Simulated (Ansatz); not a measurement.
# AgCl (rocksalt): gap against strain (xy shear, engineering strain (angle))

AgCl (rocksalt), relaxed with r2SCAN in the plane-wave code Ansatz, then strained (xy shear, engineering strain (angle); angles, axes as in the cell below) with the atoms relaxed again within the symmetry that is left. Space group Fm-3m (No. 225), cubic; a = 5.546 Å in the conventional setting, 21.33 Å³ an atom. Around Ag lie 6 Cl at 2.77 Å; around Cl lie 6 Ag at 2.77 Å. No spin polarisation and no zero-point or thermal motion.

```
Ag Cl
1.0
     0.00000    2.77318    2.77318
     2.77318    0.00000    2.77318
     2.77318    2.77318    0.00000
Ag Cl
1 1
Direct
  0.00000 0.00000 0.00000
  0.50000 0.50000 0.50000
```

Gaps are the least over each mesh (PBE 8×8×8, r2SCAN 8×8×8, HSE06 6×6×6 when unstrained) and the special points, which keep their unstrained names; stress is the change from the unstrained cell, compression positive.

```csv
strain (%),"gap, PBE (eV)","gap, r2SCAN (eV)","gap, HSE06 (eV)","edges, HSE06","xy stress, r2SCAN (GPa)","energy rise, r2SCAN (meV/atom)"
-3.34,0.880,1.443,2.377,L → Γ,+0.19,0.4
-0.58,0.906,1.470,2.405,L → Γ,+0.03,0.0
0.0,0.912,1.475,2.411,L → Γ,0.00,0.0
+2.05,0.892,1.456,2.390,L → Γ,-0.12,0.2
```

Spin-orbit coupling is left out.

The meshes of the hybrids are coarse, so their gaps aren't converged to the digits shown.
